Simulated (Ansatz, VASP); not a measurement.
# BAs: VASP beside Ansatz, part 2 of 2

One calculation is typed for both programs; each brings its own data sets and cutoff. How far apart do they land? The cell is taken from a series of VASP runs on this material, whose earlier steps may have relaxed, scaled or displaced it; both programs get it as it stands.

VASP 6.6.1 and Ansatz 0.2.0.

So far. Step 2 (VASP: band structure, PBE): The run ends at a pressure of 3.50 GPa.

## 5. VASP: single point, PBE

Level of this step: PBE; plane waves and PAW (B, As) (VASP).

With cell and atoms fixed, the geometry can't cause a difference; cores, projectors, grids and the points listed under the comparison can.

INCAR reads:

```
SYSTEM = BAs
PREC = Accurate
ENCUT = 420
EDIFF = 1E-08
NELM = 100
ISMEAR = 0
SIGMA = 0.02
LREAL = .FALSE.
ALGO = Normal
GGA = PE
NBANDS = 10
LORBIT = 11
LWAVE = .FALSE.
LCHARG = .FALSE.
KPAR = 4
```

POSCAR reads:

```
BAs
1.0
    0.0000000000      2.3885000000      2.3885000000
    2.3885000000      0.0000000000      2.3885000000
    2.3885000000      2.3885000000      0.0000000000
B As
1 1
Direct
    0.0000000000      0.0000000000      0.0000000000
    0.2500000000      0.2500000000      0.2500000000
```

KPOINTS reads:

```
Automatic mesh
0
Gamma
10 10 10
0 0 0
```

KPOINTS_OPT reads:

```
points round the band edges
26
Reciprocal
  0.0000000000   0.0000000000   0.0000000000 1
  0.3913043500   0.0000000000   0.3913043500 1
  0.0000000000  -0.0030411327  -0.0030411327 1
 -0.0000000000   0.0030411327   0.0030411327 1
 -0.0030411327   0.0000000000  -0.0030411327 1
  0.0030411327   0.0000000000   0.0030411327 1
 -0.0030411327  -0.0030411327   0.0000000000 1
  0.0030411327   0.0030411327   0.0000000000 1
  0.0000000000  -0.0114042474  -0.0114042474 1
 -0.0000000000   0.0114042474   0.0114042474 1
 -0.0114042474   0.0000000000  -0.0114042474 1
  0.0114042474   0.0000000000   0.0114042474 1
 -0.0114042474  -0.0114042474   0.0000000000 1
  0.0114042474   0.0114042474   0.0000000000 1
  0.3913043500  -0.0030411327   0.3882632173 1
  0.3913043500   0.0030411327   0.3943454827 1
  0.3882632173   0.0000000000   0.3882632173 1
  0.3943454827   0.0000000000   0.3943454827 1
  0.3882632173  -0.0030411327   0.3913043500 1
  0.3943454827   0.0030411327   0.3913043500 1
  0.3913043500  -0.0114042474   0.3799001026 1
  0.3913043500   0.0114042474   0.4027085974 1
  0.3799001026   0.0000000000   0.3799001026 1
  0.4027085974   0.0000000000   0.4027085974 1
  0.3799001026  -0.0114042474   0.3913043500 1
  0.4027085974   0.0114042474   0.3913043500 1
```

The projector-augmented-wave data sets are B and As (PBE family, release 64).

Launch:

```sh
$ mpirun -np 4 vasp_std
```

Numbers of over 12 decimals in the logs are rounded to 6 here.

Output:

```text
[... set-up lines as in an earlier step ...]
 entering main loop
       N       E                     dE             d eps       ncg     rms          rms(c)
DAV:   1     0.959067389155E+01    0.95907E+01   -0.34324E+03   940   0.599E+02
DAV:   2    -0.115439007369E+02   -0.21135E+02   -0.20279E+02  1304   0.966E+01
DAV:   3    -0.120438038165E+02   -0.49990E+00   -0.49935E+00  1110   0.150E+01
DAV:   4    -0.120449634258E+02   -0.11596E-02   -0.11595E-02  1166   0.840E-01
[...]
DAV:  13    -0.114028530075E+02   -0.60282E-07   -0.87427E-08  1138   0.203E-03    0.112E-03
DAV:  14    -0.114028531246E+02   -0.11710E-06   -0.14741E-08  1006   0.845E-04    0.958E-05
DAV:  15    -0.114028531314E+02   -0.67355E-08   -0.34518E-10   584   0.146E-04
   1 F= -.11402853E+02 E0= -.11402853E+02  d E =-.481377E-15
 Start KPOINTS_OPT (optional k-point list driver)
k-point batch [1-26\26]
       N       E                     dE             ncg
DAV:   1     0.103041649497E+04   -0.30740E+04      520
DAV:   2     0.401905822893E+03   -0.62851E+03      786
DAV:   3     0.384767834429E+03   -0.17138E+02      608
DAV:   4     0.384707727872E+03   -0.60107E-01      654
DAV:   5     0.384707598182E+03   -0.12969E-03      634
DAV:   6     0.384707597700E+03   -0.48260E-06      680
DAV:   7     0.384707597697E+03   -0.24534E-08      656
```

OUTCAR, selected parts (step 5):

```text
  Total        0.5919058      0.5919058      0.5919058      0.0000000      0.0000000      0.0000000
  in kB       34.7982511     34.7982511     34.7982511      0.0000000      0.0000000      0.0000000
  external PRESSURE =      34.7982511 kB  Pullay stress =       0.0000000 kB

 POSITION                                       TOTAL-FORCE (eV/Angst)
 -----------------------------------------------------------------------------------
      0.00000      0.00000      0.00000        -0.000000     -0.000000     -0.000000
      1.19425      1.19425      1.19425         0.000000      0.000000      0.000000
 -----------------------------------------------------------------------------------
    total drift:                                0.000000      0.000000      0.000000

  FREE ENERGIE OF THE ION-ELECTRON SYSTEM (eV)
  ---------------------------------------------------
  free  energy   TOTEN  =       -11.4028531314 eV

  energy  without entropy=      -11.4028531314  energy(sigma->0) =      -11.40285313

[... 1 part as in an earlier step ...]

[... 2 further parts left out ...]
[key lines of the parts left out:]
E-fermi :   6.2287
```

The gap is read on the k-mesh alone, so it is an upper bound where the band edges lie off the mesh.

## 6. Ansatz: single point, PBE

The same cell, functional, mesh and smearing now go to Ansatz, which takes its cutoff from its data sets.

The cell is taken from a series of VASP runs on this material, whose earlier steps may have relaxed, scaled or displaced it; both programs get it as it stands.

input.yaml reads:

```yaml
crystal:
  lattice:
    - [0.0, 2.3885, 2.3885]
    - [2.3885, 0.0, 2.3885]
    - [2.3885, 2.3885, 0.0]
  atoms:
    - { symbol: B, position: [0.0, 0.0, 0.0] }
    - { symbol: As, position: [0.25, 0.25, 0.25] }
hamiltonian:
  xc: pbe
  pseudopotentials: { kind: paw }
kpoints:
  mp_grid: { grid: [10, 10, 10] }
scf:
  occupations: { method: gaussian, width: 0.02 }
  n_extra_bands: 4
output:
  forces: true
  stress: true
  eigenvalues: true
  write_density: true
  write_potential: true
  elf: true
  volumetric_format: npy
```

Launch:

```sh
$ ansatz run input.yaml --threads 2 --pin off --max-ram 4608MiB --backend cpu --events-out ev --progress --plain --runs-dir out
```

Output:

```text
[...]
Crystal: 2 atoms, lattice volume = 27.252 Å³
Basis set: ecut = 420 eV, 531 PW (Γ), exchange–correlation on 48×48×48 points (8 copies of the dense FFT grid, shifted against one another)
Bands: 13, of which v1, the nominal top of the filled ones, is band 9 counted from 1 (8 counted from 0)
Symmetry: 24 space group operations
[...]
k-points: 47 of 1000 (time reversal used)
[...]
--- Band table (eV; the first three rows and the last of 47) ---
  k-point 0: bands = [... 5 lower, -4.2776, 11.1258, 11.1258, 11.1258, 14.4068, 14.4068, 14.4068, 15.7993]
  k-point 1: bands = [... 5 lower, -4.1133, 9.7311, 10.8247, 10.8247, 14.5513, 14.8042, 14.8042, 16.6770]
  k-point 2: bands = [... 5 lower, -3.6289, 7.3682, 10.2508, 10.2508, 14.3338, 15.5229, 15.5229, 18.3088]
  k-point 46: bands = [... 5 lower, 0.0472, 3.0160, 5.7739, 6.0280, 15.6618, 15.9932, 18.9577, 19.0721]
[key lines of the parts left out:]
SCF converged after 6 iterations
Free energy (F): -5012.100282 eV
Fermi energy:    11.717756 eV
P = ⅓ Tr σ = 2.7690 GPa (27.690 kbar)
```

It took 0.97 s on 2 threads of Arm Neoverse V2, shared host; peak memory 0.27 GiB; 1.8 s of CPU time.

The run ends at a pressure of 2.77 GPa.

## 7. Comparison

The two programs side by side:

```tsv
quantity	Ansatz	VASP	difference
pressure (GPa)	2.77	3.48	-0.71
pressure without Ansatz's Pulay correction (GPa)	2.67	3.48	-0.81
gap on the k mesh (eV)	1.184	1.172	+0.012
```

A gap on the mesh is an upper bound, since the band edges may lie between its points. Ansatz's pressure holds a Pulay correction of 0.10 GPa; VASP's holds none.

## 8. VASP: band structure, PBE, spin-orbit coupling

Levels along a path test the potential and the projectors away from the mesh points.

INCAR reads:

```
SYSTEM = BAs
PREC = Accurate
ENCUT = 420
EDIFF = 1E-06
NELM = 100
ISMEAR = 0
SIGMA = 0.02
LREAL = .FALSE.
ALGO = Normal
GGA = PE
LNONCOLLINEAR = .TRUE.
MAGMOM = 0 0 0 0 0 0
NBANDS = 20
GGA_COMPAT = .FALSE.
LASPH = .TRUE.
LSORBIT = .TRUE.
LORBIT = 11
LWAVE = .FALSE.
LCHARG = .FALSE.
KPAR = 4
ISIF = 2
```

POSCAR is that of step 5.

KPOINTS is that of step 5.

KPOINTS_OPT reads:

```
Line mode
16
Line-mode
Reciprocal
  0.00000000   0.00000000   0.00000000 GAMMA
  0.50000000   0.00000000   0.50000000 X

  0.50000000   0.00000000   0.50000000 X
  0.50000000   0.25000000   0.75000000 W

  0.50000000   0.25000000   0.75000000 W
  0.37500000   0.37500000   0.75000000 K

  0.37500000   0.37500000   0.75000000 K
  0.00000000   0.00000000   0.00000000 GAMMA

  0.00000000   0.00000000   0.00000000 GAMMA
  0.50000000   0.50000000   0.50000000 L

  0.50000000   0.50000000   0.50000000 L
  0.62500000   0.25000000   0.62500000 U

  0.62500000   0.25000000   0.62500000 U
  0.50000000   0.25000000   0.75000000 W

  0.50000000   0.25000000   0.75000000 W
  0.50000000   0.50000000   0.50000000 L

  0.50000000   0.50000000   0.50000000 L
  0.37500000   0.37500000   0.75000000 K

  0.62500000   0.25000000   0.62500000 U
  0.50000000   0.00000000   0.50000000 X
```

Launch:

```sh
$ mpirun -np 4 vasp_ncl
```

Output:

```text
[... set-up lines as in an earlier step ...]
 entering main loop
       N       E                     dE             d eps       ncg     rms          rms(c)
DAV:   1     0.138614663719E+02    0.13861E+02   -0.28286E+03  2920   0.593E+02
DAV:   2    -0.110111057023E+02   -0.24873E+02   -0.23010E+02  4088   0.120E+02
DAV:   3    -0.120506716540E+02   -0.10396E+01   -0.10292E+01  3544   0.213E+01
DAV:   4    -0.120545899763E+02   -0.39183E-02   -0.39175E-02  3500   0.151E+00
[...]
DAV:  10    -0.114163241254E+02   -0.15672E-03   -0.20335E-04  3328   0.957E-02    0.406E-02
DAV:  11    -0.114163496207E+02   -0.25495E-04   -0.18961E-05  3488   0.346E-02    0.142E-02
DAV:  12    -0.114163502705E+02   -0.64977E-06   -0.89126E-07  3292   0.748E-03
   1 F= -.11416350E+02 E0= -.11416350E+02  d E =-.411142E-28  mag=    -0.0000    -0.0000     0.0000
 Start KPOINTS_OPT (optional k-point list driver)
k-point batch [1-73\160]
       N       E                     dE             ncg
DAV:   1     0.180164545731E+04   -0.12678E+05     2920
DAV:   2    -0.564697728752E+01   -0.18073E+04     4020
DAV:   3    -0.820905485637E+02   -0.76444E+02     3544
DAV:   4    -0.823762723936E+02   -0.28572E+00     3424
DAV:   5    -0.823770084784E+02   -0.73608E-03     3480
DAV:   6    -0.823770118361E+02   -0.33577E-05     3100
DAV:   7    -0.823770119258E+02   -0.89627E-07     2852
[...]
k-point batch [147-160\160]
       N       E                     dE             ncg
DAV:   1     0.168151222240E+05   -0.39038E+04      560
DAV:   2     0.164706713926E+05   -0.34445E+03      768
DAV:   3     0.164577946909E+05   -0.12877E+02      696
DAV:   4     0.164577507837E+05   -0.43907E-01      688
DAV:   5     0.164577506855E+05   -0.98207E-04      732
DAV:   6     0.164577506851E+05   -0.33835E-06      568
```

Parts of OUTCAR (step 8):

```text
  Total        0.5895058      0.5895058      0.5895058     -0.0000000      0.0000000     -0.0000000
  in kB       34.6571566     34.6571566     34.6571566     -0.0000000      0.0000000     -0.0000000
  external PRESSURE =      34.6571566 kB  Pullay stress =       0.0000000 kB

 POSITION                                       TOTAL-FORCE (eV/Angst)
 -----------------------------------------------------------------------------------
      0.00000      0.00000      0.00000         0.000000      0.000000      0.000000
      1.19425      1.19425      1.19425        -0.000000     -0.000000     -0.000000
 -----------------------------------------------------------------------------------
    total drift:                                0.000000      0.000000      0.000000

  FREE ENERGIE OF THE ION-ELECTRON SYSTEM (eV)
  ---------------------------------------------------
  free  energy   TOTEN  =       -11.4163502705 eV

  energy  without entropy=      -11.4163502705  energy(sigma->0) =      -11.41635027

 magnetization (x)
# of ion       s       p       d       tot
------------------------------------------
    1       -0.000   0.000   0.000  -0.000
    2       -0.000  -0.000  -0.000  -0.000
--------------------------------------------------
tot         -0.000   0.000  -0.000  -0.000

 magnetization (y)
# of ion       s       p       d       tot
------------------------------------------
    1        0.000   0.000   0.000   0.000
    2        0.000  -0.000   0.000  -0.000
--------------------------------------------------
tot          0.000   0.000   0.000   0.000

 magnetization (z)
# of ion       s       p       d       tot
------------------------------------------
    1        0.000   0.000   0.000   0.000
    2        0.000  -0.000  -0.000  -0.000
--------------------------------------------------
tot          0.000   0.000  -0.000   0.000

[... 1 part as in an earlier step ...]

[... 2 further parts left out ...]
[key lines of the parts left out:]
E-fermi :   6.3380
```

The run ends at a pressure of 3.47 GPa.

## 9. Ansatz: band structure, PBE, spin-orbit coupling

The same cell, functional, mesh and smearing now go to Ansatz, which takes its cutoff from its data sets.

The cell is taken from a series of VASP runs on this material, whose earlier steps may have relaxed, scaled or displaced it; both programs get it as it stands.

input.yaml reads:

```yaml
crystal:
  lattice:
    - [0.0, 2.3885, 2.3885]
    - [2.3885, 0.0, 2.3885]
    - [2.3885, 2.3885, 0.0]
  atoms:
    - { symbol: B, position: [0.0, 0.0, 0.0] }
    - { symbol: As, position: [0.25, 0.25, 0.25] }
hamiltonian:
  xc: pbe
  pseudopotentials: { kind: paw_fr }
magnetization:
  noncollinear: true
  spin_orbit: true
kpoints:
  mp_grid: { grid: [10, 10, 10] }
  band_path:
    path:
      - [0.0, 0.0, 0.0]
      - [0.16667, 0.0, 0.16667]
      - [0.33333, 0.0, 0.33333]
      - [0.4, 0.0, 0.4]
      - [0.5, 0.0, 0.5]
      - [0.5, 0.08333, 0.58333]
      - [0.5, 0.18333, 0.68333]
      - [0.5, 0.25, 0.75]
      - [0.45, 0.3, 0.75]
      - [0.40833, 0.34167, 0.75]
      - [0.35, 0.35, 0.7]
      - [0.225, 0.225, 0.45]
      - [0.075, 0.075, 0.15]
      - [0.03333, 0.03333, 0.03333]
      - [0.23333, 0.23333, 0.23333]
      - [0.4, 0.4, 0.4]
      - [0.51667, 0.46667, 0.51667]
      - [0.55833, 0.38333, 0.55833]
      - [0.60833, 0.28333, 0.60833]
      - [0.60833, 0.25, 0.64167]
      - [0.55833, 0.25, 0.69167]
      - [0.51667, 0.25, 0.73333]
      - [0.5, 0.3, 0.7]
      - [0.5, 0.38333, 0.61667]
      - [0.5, 0.48333, 0.51667]
      - [0.475, 0.475, 0.55]
      - [0.425, 0.425, 0.65]
      - [0.38333, 0.38333, 0.73333]
      - [0.59167, 0.18333, 0.59167]
      - [0.55, 0.1, 0.55]
      - [0.5, 0.0, 0.5]
    npoints: 1
scf:
  occupations: { method: gaussian, width: 0.02 }
  n_extra_bands: 14
output:
  forces: true
  stress: true
  eigenvalues: true
```

Launch:

```sh
$ ansatz run input.yaml --threads 2 --pin off --max-ram 4608MiB --backend cpu --events-out ev --progress --plain --runs-dir out
```

Output:

```text
[...]
non-collinear run that drives no moment, with spin-orbit: no starting moment large enough to seed its density (crystal.atoms[].spin), no starting occupations that ask for one, no magnetisation constraint and no magnetic field, so the semilocal B_xc is pinned to zero
Crystal: 2 atoms, lattice volume = 27.252 Å³
[...]
k-point 1: bands = [... 14 lower, 10.7592, 10.7592, 10.8893, 10.8908, 14.5249, 14.5249, 14.7581, 14.7581, ... 10 higher]
  k-point 2: bands = [... 14 lower, 10.1790, 10.1790, 10.3168, 10.3189, 14.3320, 14.3320, 15.4551, 15.4551, ... 10 higher]
  k-point 46: bands = [... 14 lower, 5.6960, 5.8287, 6.0275, 6.0451, 15.6420, 15.6777, 15.9926, 15.9940, ... 10 higher]
[key lines of the parts left out:]
SCF converged after 7 iterations
Magnetization: |M| = 0.0000 μB,  M = (+0.0000, +0.0000, +0.0000) μB
Free energy (F): -5012.226472 eV
Fermi energy:    11.749810 eV
P = ⅓ Tr σ = 2.7590 GPa (27.590 kbar)
```

Wall time 5.5 s (2 threads); peak memory 0.41 GiB; 11 s of CPU time.

## 10. Side by side

What differs besides the data sets and the points named for the pairs above, as far as they apply: spin-orbit coupling enters by fully relativistic files in Ansatz and inside the spheres in VASP; the data sets hold 18 valence electrons in Ansatz (fully relativistic PAW (standard-fr) files) and 8 in VASP. Total energies have different zeros and are not compared.

The two programs side by side:

```tsv
quantity	Ansatz	VASP	difference
pressure (GPa)	2.76	3.47	-0.71
pressure without Ansatz's Pulay correction (GPa)	2.66	3.47	-0.81
gap over the path points (eV)	1.120	1.111	+0.008
```

Levels at points of the path, from each program's valence-band top (eV; 6 filled, then empty):

```tsv
k (reciprocal lattice)	Ansatz	VASP
0.000 0.000 0.000	-0.21 -0.21 0.00 0.00 0.00 0.00 3.08 3.08 3.29 3.29 3.29 3.29	-0.20 -0.20 0.00 0.00 0.00 0.00 3.07 3.07 3.29 3.29 3.29 3.29
0.167 0.000 0.167	-2.37 -2.37 -1.83 -1.83 -1.71 -1.71 2.19 2.19 5.47 5.47 5.61 5.61	-2.36 -2.36 -1.83 -1.83 -1.71 -1.71 2.18 2.18 5.47 5.47 5.60 5.60
0.333 0.000 0.333	-6.01 -6.01 -3.58 -3.58 -3.45 -3.45 1.22 1.22 3.08 3.08 9.02 9.02	-6.01 -6.01 -3.59 -3.59 -3.46 -3.46 1.21 1.21 3.06 3.06 9.00 9.00
0.400 0.000 0.400	-7.38 -7.38 -3.98 -3.98 -3.85 -3.85 1.12 1.12 2.20 2.20 10.27 10.27	-7.39 -7.39 -3.98 -3.98 -3.85 -3.85 1.11 1.11 2.19 2.19 10.25 10.25
0.500 0.000 0.500	-8.59 -8.59 -4.21 -4.21 -4.08 -4.08 1.38 1.38 1.39 1.39 11.25 11.25	-8.60 -8.60 -4.21 -4.21 -4.08 -4.08 1.36 1.36 1.38 1.38 11.22 11.22
0.500 0.083 0.583	-8.50 -8.48 -4.60 -4.53 -4.44 -4.43 2.06 2.09 2.13 2.13 10.46 10.56	-8.51 -8.49 -4.60 -4.53 -4.44 -4.43 2.04 2.08 2.12 2.13 10.43 10.53
0.500 0.183 0.683	-8.25 -8.19 -5.40 -5.27 -5.09 -5.08 4.08 4.12 4.36 4.36 8.10 8.23	-8.26 -8.20 -5.40 -5.28 -5.10 -5.09 4.06 4.10 4.35 4.36 8.08 8.21
0.500 0.250 0.750	-8.16 -8.08 -5.63 -5.48 -5.25 -5.24 5.20 5.21 5.88 5.88 6.70 6.75	-8.17 -8.09 -5.63 -5.49 -5.26 -5.25 5.17 5.18 5.87 5.87 6.69 6.73
0.450 0.300 0.750	-8.18 -8.11 -5.85 -5.75 -4.64 -4.58 3.75 3.79 5.60 5.63 7.59 7.70	-8.19 -8.12 -5.86 -5.76 -4.64 -4.59 3.74 3.77 5.59 5.62 7.57 7.68
0.408 0.342 0.750	-8.22 -8.16 -6.02 -5.92 -3.84 -3.81 2.39 2.42 5.50 5.53 8.63 8.72	-8.23 -8.17 -6.02 -5.93 -3.85 -3.81 2.38 2.41 5.49 5.52 8.61 8.70
```

Among the levels compared at these points, filled levels agree within 14 meV and empty ones within 26 meV. Ansatz's pressure holds a Pulay correction of 0.10 GPa; VASP's holds none.

## 11. Summary of results

```
difference in gap over the path points (band structure, PBE)                      : 0.012 eV
difference in pressure (band structure, PBE)                                      : -0.73 GPa
difference in gap on the k mesh (single point, PBE)                               : 0.012 eV
difference in pressure (single point, PBE)                                        : -0.71 GPa
difference in gap over the path points (band structure, PBE, spin-orbit coupling) : 0.0083 eV
difference in pressure (band structure, PBE, spin-orbit coupling)                 : -0.71 GPa
```

What this shows: The difference in pressure is -0.73 GPa (band structure, PBE), within the 1 GPa picked in this series as the mark of a large difference. 2 further runs of this series are not shown here. Such differences can come from data sets, numerical settings and the points named under the comparisons, not from the functional's error against experiment.

[Lines on the potential files, build, host, timing and source positions are cut from VASP's logs without a mark.]

[Logs are printed without paths, hosts, clocks, repeated set-up lines and the standing remarks that a program may print on its own settings, such as how far it seeks lower states.]

[Hosts, paths, dates, database ids (printed as entryN), source tags and the programs' standing remarks are cut or masked in the printed files.]
